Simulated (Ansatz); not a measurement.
**Two Ansatz runs on TePb**

The cell comes from COD entry 1538618, which wasn't checked; take it as a given geometry. The listed cell was then made from it by scaling, straining or moving an atom.

First run: DFT, PBEsol, PAW with Ansatz's default frozen-core files, scalar-relativistic (Ansatz 0.2.0).

Command: `ansatz run input.yaml --threads 1 --pin off --max-ram 2048MiB --backend cpu --events-out ev --progress --plain --runs-dir out` The run took 12 s on 1 thread of Arm Neoverse V2 (shared host).

```yaml
crystal:
  lattice:
    - [0.0, 3.2735180337, 3.2735180337]
    - [3.2735180337, 0.0, 3.2735180337]
    - [3.2735180337, 3.2735180337, 0.0]
  atoms:
    - { symbol: Te, position: [0.5, 0.5, 0.5] }
    - { symbol: Pb, position: [0.0, 0.0, 0.0] }
kpoints:
  mp_grid: { grid: [9, 9, 9] }
scf:
  occupations: { method: fermi_dirac, width: 0.05 }
hamiltonian:
  xc: pbesol
  pseudopotentials: { kind: paw }
output:
  forces: true
  stress: true
  efg: { contact_densities: true }
relax:
  f_tol: 0.005
  max_steps: 80
  cell: {}
```

Result: converged; relaxed volume 33.459 Å³/atom; 22 SCF iterations in all.

No spin–orbit coupling, which matters for the heavy atoms here.

The input is then changed:

```diff
@@ -8,7 +8,7 @@
     - { symbol: Pb, position: [0.0, 0.0, 0.0] }
 kpoints:
-  mp_grid: { grid: [9, 9, 9] }
+  mp_grid: { grid: [14, 14, 14] }
 scf:
-  occupations: { method: fermi_dirac, width: 0.05 }
+  occupations: { method: gaussian, width: 0.025 }
 hamiltonian:
   xc: pbesol
```

Task: What does the second run give?

Result: It converged; energy at zero smearing +0.2 meV/atom from the first run; relaxed volume 33.462 Å³/atom; 22 SCF iterations in all.
